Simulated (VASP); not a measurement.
# C (P6_3/mmc) in VASP: single point with PBEsol+D3(BJ)

Aim: the single point of C with PBEsol+D3(BJ).

The COD entry that gives the cell may itself be a prediction, so a difference from it is no test against experiment.

Everything below comes from runs of VASP 6.6.1. Logs are shortened: lines on timing, memory, paths and dates and some standing lists are left out, and cuts for length are marked.

## 1. Starting point

It takes space group P6_3/mmc (No. 194, hexagonal). Conventional cell: a = 2.522 Å, b = 2.522 Å, c = 16.474 Å, α = 90.00°, β = 90.00°, γ = 120.00°. Around C (site symmetry 3m) lie 4 C at 1.54 Å. Around C (site symmetry 3m) lie 4 C at 1.54 Å. C (site symmetry 3m) has 4 C at 1.54 Å as nearest neighbours. Around C (site symmetry 3m) lie 4 C at 1.54 Å.

This is a hexagonal form of diamond, not graphite.

## 2. Single point, PBEsol+D3(BJ)

INCAR

```
PREC = Accurate ; ENCUT = 520
EDIFF = 1E-6 ; ISMEAR = 1
SIGMA = 0.1 ; LREAL = Auto
LASPH = True ; NELM = 100
ALGO = Fast ; ISIF = 2
LWAVE = False ; LCHARG = True
GGA = PS ; IVDW = 12
LELF = True ; LVHAR = True
NBANDS = 46
```

KPOINTS

```
regular mesh
0
Gamma
  10 10 2
```

POSCAR

```
C
1.0
    2.5221000000      0.0000000000      0.0000000000
   -1.2610500000      2.1842000000      0.0000000000
    0.0000000000      0.0000000000     16.4743000000
C
16
Direct
    0.0000000000      0.0000000000      0.0468800000
    0.0000000000      0.0000000000      0.5468800000
    0.0000000000      0.0000000000      0.4531200000
    0.0000000000      0.0000000000      0.9531200000
    0.3333333333      0.6666666667      0.0781300000
    0.6666666667      0.3333333333      0.5781300000
    0.3333333333      0.6666666667      0.4218700000
    0.6666666667      0.3333333333      0.9218700000
    0.3333333333      0.6666666667      0.1718800000
    0.6666666667      0.3333333333      0.6718800000
    0.3333333333      0.6666666667      0.3281200000
    0.6666666667      0.3333333333      0.8281200000
    0.3333333333      0.6666666667      0.7968800000
    0.6666666667      0.3333333333      0.2968800000
    0.3333333333      0.6666666667      0.7031200000
    0.6666666667      0.3333333333      0.2031200000
```

Potentials or basis: VASP PAW PBE potentials, release 64 (C).

The run is started by

```console
> cat potpaw_PBE.64/C/POTCAR > POTCAR
> mpirun -np 1 vasp_std > vasp.out
```

OUTCAR:

```text
PREC = Accurate
   ENCUT = 520
   EDIFF = 1E-6
   ISMEAR = 1
   LREAL = Auto
   LASPH = True
   NELM = 100
   ISIF = 2
   GGA = PS
   IVDW = 12
 IVDW          = 12

 ion  position               nearest neighbor table
   1  0.000  0.000  0.047-   5 1.54   5 1.54   5 1.54   4 1.54
   2  0.000  0.000  0.547-   6 1.54   6 1.54   6 1.54   3 1.54
   3  0.000  0.000  0.453-   7 1.54   7 1.54   7 1.54   2 1.54
   4  0.000  0.000  0.953-   8 1.54   8 1.54   8 1.54   1 1.54
   5  0.333  0.667  0.078-   1 1.54   1 1.54   1 1.54   9 1.54
   6  0.667  0.333  0.578-   2 1.54   2 1.54   2 1.54  10 1.54
[... 8 lines left out ...]
  15  0.333  0.667  0.703-  10 1.54  10 1.54  10 1.54  13 1.54
  16  0.667  0.333  0.203-   9 1.54   9 1.54   9 1.54  14 1.54

  LATTYP: Found a hexagonal cell.
 ALAT       =     2.5221000000
 C/A-ratio  =     6.5319773205

  Lattice vectors:

 A1 = (   2.5221000000,   0.0000000000,   0.0000000000)
 A2 = (  -1.2610500000,   2.1842000000,   0.0000000000)
 A3 = (   0.0000000000,   0.0000000000,  16.4743000000)

Analysis of symmetry for initial positions (statically):
=====================================================================
 Subroutine PRICEL returns:
 Original cell was already a primitive cell.

 Routine SETGRP: Setting up the symmetry group for a
 hexagonal supercell.

 Subroutine GETGRP returns: Found 24 space group operations
 (whereof 12 operations were pure point group operations)
 out of a pool of 24 trial point group operations.

The static configuration has the point symmetry D_3d.
 The point group associated with its full space group is D_6h.

Analysis of symmetry for dynamics (positions and initial velocities):
=====================================================================
 Subroutine PRICEL returns:
 Original cell was already a primitive cell.

 Routine SETGRP: Setting up the symmetry group for a
 hexagonal supercell.

 Subroutine GETGRP returns: Found 24 space group operations
 (whereof 12 operations were pure point group operations)
 out of a pool of 24 trial point group operations.

The dynamic configuration has the point symmetry D_3d.
 The point group associated with its full space group is D_6h.

 Subroutine INISYM returns: Found 24 space group operations
 (whereof 12 operations are pure point group operations),
 and found     1 'primitive' translations

----------------------------------------------------------------------------------------

                                     Primitive cell

  volume of cell :      90.7531

  direct lattice vectors                    reciprocal lattice vectors
     2.522100000  0.000000000  0.000000000     0.396494984  0.228916766  0.000000000
    -1.261050000  2.184200000  0.000000000     0.000000000  0.457833532  0.000000000
     0.000000000  0.000000000 16.474300000     0.000000000  0.000000000  0.060700606

  length of vectors
     2.522100000  2.522097687 16.474300000     0.457833112  0.457833532  0.060700606

  position of ions in fractional coordinates (direct lattice)
     0.000000000  0.000000000  0.046880000
     0.000000000  0.000000000  0.546880000
     0.000000000  0.000000000  0.453120000
     0.000000000  0.000000000  0.953120000
     0.333333333  0.666666667  0.078130000
     0.666666667  0.333333333  0.578130000
[... 8 lines left out ...]
     0.333333333  0.666666667  0.703120000
     0.666666667  0.333333333  0.203120000

  ion indices of the primitive-cell ions
   primitive index   ion index
                 1           1
                 2           2
                 3           3
                 4           4
                 5           5
                 6           6
[... 8 lines left out ...]
                15          15
                16          16

----------------------------------------------------------------------------------------

 KPOINTS: regular mesh

Automatic generation of k-mesh.
 Grid dimensions read from file:
 generate k-points for:   10   10    2

 Generating k-lattice:

  Cartesian coordinates                     Fractional coordinates (reciprocal lattice)
     0.039649498  0.022891677  0.000000000     0.100000000 -0.000000000  0.000000000
     0.000000000  0.045783353  0.000000000     0.000000000  0.100000000  0.000000000
     0.000000000  0.000000000  0.030350303     0.000000000  0.000000000  0.500000000

  Length of vectors
     0.045783311  0.045783353  0.030350303

  Shift w.r.t. Gamma in fractional coordinates (k-lattice)
     0.000000000  0.000000000  0.000000000

 Subroutine IBZKPT returns following result:
 ===========================================

 Found     28 irreducible k-points:

 Following reciprocal coordinates:
            Coordinates               Weight
  0.000000  0.000000  0.000000      1.000000
  0.100000  0.000000  0.000000      6.000000
  0.200000  0.000000  0.000000      6.000000
  0.300000  0.000000  0.000000      6.000000
  0.400000  0.000000  0.000000      6.000000
  0.500000  0.000000  0.000000      3.000000
[... 16 lines left out ...]
  0.300000  0.100000  0.500000     12.000000
  0.400000  0.100000  0.500000     12.000000
 [... further k-points ...]
   k-points           NKPTS =     28   k-points in BZ     NKDIM =     28   number of bands    NBANDS=     46
   number of dos      NEDOS =    301   number of ions     NIONS =     16
   total plane-waves  NPLWV =  50400
   dimension x,y,z NGX =    20 NGY =   20 NGZ =  126
   dimension x,y,z NGXF=    40 NGYF=   40 NGZF=  252
   ions per type =              16
   NGX,Y,Z   is equivalent  to a cutoff of  13.18, 13.18, 12.71 a.u.
   NGXF,Y,Z  is equivalent  to a cutoff of  26.37, 26.37, 25.43 a.u.
 SYSTEM =  unknown system
   PREC   = accura    normal or accurate (medium, high low for compatibility)
   ISTART =      0    job   : 0-new  1-cont  2-samecut
   ICHARG =      2    charge: 1-file 2-atom 10-const
   ISPIN  =      1    spin polarized calculation?
   LNONCOLLINEAR =      F non collinear calculations
   LSORBIT =      F    spin-orbit coupling
   LASPH  =      T    aspherical Exc in radial PAW
   ENCUT  =  520.0 eV  38.22 Ry    6.18 a.u.   4.69  4.69 30.63*2*pi/ulx,y,z
   NELM   =    100;   NELMIN=  2; NELMDL= -5     # of ELM steps
   EDIFF  = 0.1E-05   stopping-criterion for ELM
   LREAL  =      T    real-space projection
   EDIFFG = 0.1E-04   stopping-criterion for IOM
   NSW    =      0    number of steps for IOM
   IBRION =     -1    ionic relax: 0-MD 1-quasi-New 2-CG
   NFREE  =      0    steps in history (QN), initial steepest desc. (CG)
   ISIF   =      2    stress and relaxation
   ISYM   =      2    0-nonsym 1-usesym 2-fastsym
   POTIM  = 0.5000    time-step for ionic-motion
   TEBEG  =    0.0;   TEEND  =   0.0 temperature during run
   PSTRESS=    0.0 pullay stress
   NELECT =      64.0000    total number of electrons
   NUPDOWN=      -1.0000    fix difference up-down
   EMIN   =  10.00;   EMAX   =-10.00  energy-range for DOS
   EFERMI =   0.00;   METHOD = LEGACY
   ISMEAR =     1;   SIGMA  =   0.10  broadening in eV -4-tet -1-fermi 0-gaus
   EFERMI_NEDOS =   21; number of points for ismear=-14 and -15
   IALGO  =     68    algorithm
   IMIX   =      4    mixing-type and parameters
     AMIX     =   0.40;   BMIX     =  1.00
     AMIX_MAG =   1.60;   BMIX_MAG =  1.00
  volume/ion in A,a.u.               =       5.67        38.28
  Fermi-wavevector in a.u.,A,eV,Ry     =   1.457184  2.753678 28.890392  2.123384
  Thomas-Fermi vector in A             =   2.574015
   LORBIT       =      0    0 simple, 1 ext, 2 COOP (PROOUT), +10 PAW based schemes
   GGA     = PS    functional components
   LHFCALC =     F    Hartree Fock is set to
   AEXX    =    0.0000 exact exchange contribution
   IVDW    =    12    specifies the selected vdW correction
   LEPSILON=     F    determine dielectric tensor
   LRPA    =     F    only Hartree local field effects (RPA)
 non-spin polarized calculation
 RMM-DIIS sequential band-by-band and
 Methfessel and Paxton  Order N= 1 SIGMA  =   0.10
  energy-cutoff  :      520.00
  volume of cell :       90.75
 maximum number of plane-waves:      2474
 NGX is ok and might be reduce to    20
   NGX =  9   NGY =  9   NGZ = 61

 number of electron      64.0000002 magnetization

 Free energy of the ion-electron system (eV)
  ---------------------------------------------------
  ext. energy  EPLUGINS =         0.00000000
  ---------------------------------------------------
  free energy    TOTEN  =      -153.91519839 eV

  energy without entropy =     -153.91527197  energy(sigma->0) =     -153.91522292

 E-fermi :   9.8618     XC(G=0): -13.4311

 val. band max:        9.7798725827   @ k =   0.0000   0.0000   0.0000
 cond. band min:      14.0089538581   @ k =   0.4000   0.0000   0.0000
 fundamental gap:      4.2290812754
 Fermi energy:         9.8617795546

 k-point     1 :       0.0000    0.0000    0.0000
  band No.  band energies     occupation
      1     -11.8197      2.00000
      2     -11.4056      2.00000
      3     -11.3656      2.00000
      4     -10.1084      2.00000
      5     -10.0845      2.00000
      6      -8.0218      2.00000
[... 36 lines left out ...]
     43      17.1351      0.00000
     44      17.4082      0.00000

 k-point     2 :       0.1000    0.0000    0.0000
  band No.  band energies     occupation
      1     -11.5731      2.00000
      2     -11.1603      2.00000
      3     -11.1197      2.00000
      4      -9.8664      2.00000
      5      -9.8419      2.00000
      6      -7.7878      2.00000
[... 36 lines left out ...]
     43      17.4939      0.00000
     44      17.8253      0.00000

 k-point     3 :       0.2000    0.0000    0.0000
  band No.  band energies     occupation
      1     -10.8374      2.00000
      2     -10.4285      2.00000
      3     -10.3860      2.00000
      4      -9.1455      2.00000
      5      -9.1188      2.00000
      6      -7.0919      2.00000
[... 36 lines left out ...]
     43      17.8833      0.00000
     44      18.2313      0.00000

 k-point     4 :       0.3000    0.0000    0.0000
  band No.  band energies     occupation
      1      -9.6267      2.00000
      2      -9.2264      2.00000
      3      -9.1787      2.00000
      4      -7.9656      2.00000
      5      -7.9329      2.00000
      6      -5.9643      2.00000
[... 882 lines left out ...]
     43      18.7857      0.00000
     44      18.7857      0.00000

 k-point    23 :       0.3000    0.1000    0.5000
  band No.  band energies     occupation
      1      -8.5722      2.00000
      2      -8.5722      2.00000
      3      -7.7417      2.00000
      4      -7.7417      2.00000
      5      -6.1364      2.00000
      6      -6.1364      2.00000
[... 36 lines left out ...]
     43      18.8273      0.00000
     44      18.8323      0.00000

 k-point    24 :       0.4000    0.1000    0.5000
  band No.  band energies     occupation
      1      -6.7819      2.00000
      2      -6.7819      2.00000
      3      -6.0441      2.00000
      4      -6.0441      2.00000
      5      -4.8795      2.00000
      6      -4.8795      2.00000
[... 36 lines left out ...]
     43      18.1678      0.00000
     44      18.1679      0.00000

 [... further k-points ...]

 [bands above 44 left out]

------------------------ aborting loop because EDIFF is reached ----------------------------------------

 Edisp (eV)   -2.07346

 E8    (eV) :    -1.0041

  FORCE on cell =-STRESS in cart. coord.  units (eV):
  Direction    XX          YY          ZZ          XY          YZ          ZX
  --------------------------------------------------------------------------------------
  -------------------------------------------------------------------------------------
  Total      -5.23525    -5.23524    -1.77859     0.00000     0.00000     0.00000
  in kB     -92.42435   -92.42412   -31.39967     0.00000     0.00000     0.00000
  external pressure =      -72.08 kB  Pullay stress =        0.00 kB

 VOLUME and BASIS-vectors are now :
 -----------------------------------------------------------------------------
  energy-cutoff  :      520.00
  volume of cell :       90.75
      direct lattice vectors                 reciprocal lattice vectors
     2.522100000  0.000000000  0.000000000     0.396494984  0.228916766  0.000000000
    -1.261050000  2.184200000  0.000000000     0.000000000  0.457833532  0.000000000
     0.000000000  0.000000000 16.474300000     0.000000000  0.000000000  0.060700606

 POSITION                                       TOTAL-FORCE (eV/Angst)
 -----------------------------------------------------------------------------------
      0.00000      0.00000      0.77232        -0.000000      0.000000     -0.024301
      0.00000      0.00000      9.00947         0.000000     -0.000000     -0.024301
      0.00000      0.00000      7.46483        -0.000000      0.000000      0.024301
      0.00000      0.00000     15.70198         0.000000     -0.000000      0.024301
     -0.00000      1.45613      1.28714         0.000000      0.000000      0.016186
      1.26105      0.72807      9.52429        -0.000000     -0.000000      0.016186
[... 8 lines left out ...]
     -0.00000      1.45613     11.58341         0.000000     -0.000000     -0.330795
      1.26105      0.72807      3.34626        -0.000000      0.000000     -0.330795
 -----------------------------------------------------------------------------------
    total drift:                                0.000000     -0.000000      0.000000

  FREE ENERGIE OF THE ION-ELECTRON SYSTEM (eV)
  ---------------------------------------------------
  free  energy   TOTEN  =      -155.9886602546 eV

  energy  without entropy=     -155.9887338316  energy(sigma->0) =     -155.98868478
```

It took 1.7 min on 1 thread of Intel Xeon 6975P-C (Granite Rapids), shared host; peak memory 0.28 GiB.

Results:

```
Free energy                : -155.9887 eV
Pressure                   : -7.2 GPa
Largest force              : 0.331 eV/Å
Band gap on the k mesh     : 4.23 eV, indirect (least direct gap 5.31 eV)
Dispersion energy per atom : -0.130 eV
```

Forces on the atoms (eV/Å):
```
C    0.000  0.000 -0.024
C    0.000  0.000 -0.024
C    0.000  0.000  0.024
C    0.000  0.000  0.024
C    0.000  0.000  0.016
C    0.000  0.000  0.016
C    0.000  0.000 -0.016
C    0.000  0.000 -0.016
C    0.000  0.000 -0.319
C    0.000  0.000 -0.319
C    0.000  0.000  0.319
C    0.000  0.000  0.319
C    0.000  0.000  0.331
C    0.000  0.000  0.331
C    0.000  0.000 -0.331
C    0.000  0.000 -0.331
```

Levels at points of the mesh, in eV from the valence-band top:
```
           k point  band 30  band 31  band 32  band 33  band 34  band 35
(0.00, 0.00, 0.00)    -0.11     0.00     0.00     5.31     5.31     5.59
(0.50, 0.00, 0.00)    -3.61    -3.36    -2.88     4.42     4.70     4.85
(0.00, 0.00, 0.50)    -0.19    -0.19    -0.19     5.54     5.54     5.54
(0.50, 0.00, 0.50)    -3.57    -3.08    -3.08     4.51     4.51     5.20
```

Caveat: the PAW data sets were made with another functional, which shifts forces and pressure a little.
